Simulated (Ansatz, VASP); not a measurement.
## Re: VASP beside Ansatz

```
CELL_PARAMETERS angstrom
2.76080 0.00000 0.00000
-1.38040 2.39092 0.00000
0.00000 0.00000 4.45820
ATOMIC_POSITIONS crystal
Re 0.66667 0.33333 0.75000
Re 0.33333 0.66667 0.25000
```

Alike in both runs: task relaxation of cell and atoms; functional RPBE; dispersion D4; k mesh 11 × 11 × 6; occupations fermi-dirac, width 0.05 eV; no spin polarisation.

|  | VASP | Ansatz |
| --- | --- | --- |
| version | VASP 6.6.1 | Ansatz 0.2.0 |
| potentials or method | VASP PAW PBE potentials, release 64 (Re), cutoff 600 eV | all-electron LAPW, scalar-relativistic |

|  | VASP | Ansatz | Ansatz less VASP |
| --- | --- | --- | --- |
| relaxed volume (Å³/atom) | 14.59 | 14.60 | +0.018 |
| relaxed cell length with the largest relative difference (Å) | 4.446 | 4.451 | +0.0047 |
| energy change over the relaxation (meV/atom) | -1 | -1 | +0.4 |

Ansatz ran all-electron here, so the differences hold the error of VASP's frozen core and of both bases.

Caveats: the PAW data sets were made with another functional, which shifts forces and pressure a little (VASP); pairwise dispersion overbinds metals, which lowers pressure and volume (VASP). Spin-orbit coupling is left out, which matters for the levels of Re.
